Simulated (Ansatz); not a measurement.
Crystal: CuO.

```
CELL_PARAMETERS angstrom
1.99097 -2.15355 0.00000
1.99097 2.15355 0.00000
0.00000 0.00000 5.15593
ATOMIC_POSITIONS crystal
Cu 0.50000 0.00000 0.00000
Cu 0.00000 0.50000 0.50000
O 0.50000 0.50000 0.25000
O 0.50000 0.50000 0.75000
```

Measurements of this composition are mostly on another form, of space group No. 15.

```yaml
Program: Ansatz 0.2.0
Task: relaxation of cell and atoms
Functional: PBEsol
Potentials_or_basis: Ansatz PAW
Cutoff: "420 eV (not typed: the program's choice for these potentials)"
k_mesh: 9 × 9 × 5
Occupations: fermi-dirac, width 0.05 eV
Spin: no spin polarisation
Hubbard_terms: Cu d U = 5 eV
```

At the start: volume 11.05 Å³/atom.

**Question.** Where does the relaxation end?

**Answer.** It ends after 10 steps and the volume is 10.84 Å³/atom (-1.9 %); space group Cccm (No. 66, to 0.05 Å).

The path:
```csv
step,energy change (eV),largest force (eV/Å),volume (Å³)
1,0.0000,0.0000,44.21
2,-0.0093,0.0000,43.78
3,-0.0146,0.0000,43.29
4,-0.0150,0.0000,43.37
5,-0.0150,0.0000,43.37
6,-0.0124,0.0000,43.37
7,-0.0128,0.0000,43.36
8,-0.0130,0.0000,43.36
9,-0.0130,0.0000,43.36
10,-0.0131,0.0000,43.36
```

Final structure:
```
Cu O
1.0
     2.04839   -2.06887    0.00000
     2.04839    2.06887    0.00000
     0.00000    0.00000    5.11633
Cu O
2 2
Direct
  0.50000 0.00000 0.00000
  0.00000 0.50000 0.50000
  0.50000 0.50000 0.25000
  0.50000 0.50000 0.75000
```

Caveat: the plane-wave basis is chosen anew once the cell has moved, so the energies of steps on either side of that aren't comparable; the pressure holds a Pulay correction of +0.7 GPa for the finite cutoff; the run has no spin polarisation, though such a crystal can be magnetic; U without spin polarisation on a metal has little footing; the PAW data sets come from PBE, with cores solved anew for the run's functional, which leaves a small shift of forces and pressure.
